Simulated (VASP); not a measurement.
Wanted: the native input for a VASP 6.6.1 run.

```yaml
Task: single point
Functional: PBE
Potentials_or_basis: VASP PAW PBE potentials, release 64 (Ti_sv)
Cutoff: 520 eV
k_mesh: 18 × 18 × 18
Occupations: gaussian, width 0.1 eV
Spin: no spin polarisation
Dipole_correction: no
Further_INCAR_settings: ALGO = Fast; EDIFF = 1e-07; NBANDS = 12
```

The structure of Ti lies in POSCAR:

```
Ti
1.0
   -1.6499106300      1.6499106300      1.4529906300
    1.8468306300     -1.8468306300      1.8468306300
    1.4529906300      1.6499106300     -1.6499106300
Ti
1
Direct
    0.0000000000      0.0000000000      0.0000000000
```

This isn't the form of Ti at room conditions, which is hcp.

The cell isn't the ideal one: strained and moved within a subgroup.

One way to write it, as run:

INCAR

```
  PREC = Accurate
  ENCUT = 520
  EDIFF = 1E-7
  ISMEAR = 0
  SIGMA = 0.1
  LREAL = F
  LASPH = T
  NELM = 100
  ALGO = Fast
  ISIF = 2
  LWAVE = F
  LCHARG = T
  GGA = PE
  LELF = T
  LVHAR = T
  NBANDS = 12
```

KPOINTS

```
Automatic mesh
0
Gamma
  18 18 18
```

Potentials or basis: VASP PAW PBE potentials, release 64 (Ti_sv).

Run with:

```console
$ cat potpaw_PBE.64/Ti_sv/POTCAR > POTCAR
$ mpirun -np 1 vasp_std > vasp.out
```

Results of the run:

| Quantity | Value |
| --- | --- |
| Pressure | -2.8 GPa |
| Band gap on the k mesh | none (metal or under the smearing width) |

Wall time 2.2 min on 1 thread of Intel(R) Xeon(R) Platinum 8488C (Sapphire Rapids), with other jobs on the host, peak memory 0.23 GiB.
